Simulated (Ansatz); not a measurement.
# HgS, one cell by several methods

```
CELL_PARAMETERS angstrom
0.00000 2.92900 2.92900
2.92900 0.00000 2.92900
2.92900 2.92900 0.00000
ATOMIC_POSITIONS crystal
Hg 0.00000 0.00000 0.00000
S 0.75000 0.75000 0.75000
```

Atom numbers follow the list: Hg1, S2.

The cell is COD entry 1011368, as deposited and not checked against the literature; nothing was relaxed.

Spin–orbit coupling is left out, though it moves levels of the heavy atoms by tenths of an eV or more.

All numbers are computed: DFT, LDA, PAW with Ansatz's default frozen-core files, scalar-relativistic (Ansatz 0.2.0); DFT, LDA, all-electron LAPW, scalar-relativistic (Ansatz 0.2.0).

For PAW: a Γ-centred 8×8×8 k mesh, Fermi–Dirac smearing of 0.02 eV, cutoff 420 eV, no spin polarisation; the PAW files were made with PBE, and the program remakes their frozen cores for this functional. LAPW targets a basis error of 1 meV/atom. The Ansatz runs share mesh, smearing and spin set-up. Plane-wave (PAW) pressures include the program's estimate of the Pulay term.

Stress and pressure are positive in compression.

Levels count from the Fermi level.

```
                      quantity     PAW    LAPW
                pressure (GPa)   -1.50   -1.48
highest filled level at Γ (eV)  -0.014  -0.014
  lowest empty level at Γ (eV)   5.833   5.833
highest filled level at X (eV)  -2.373  -2.373
  lowest empty level at X (eV)   3.076   3.076
```

PAW's pressure differs from the LAPW value by -0.02 GPa.
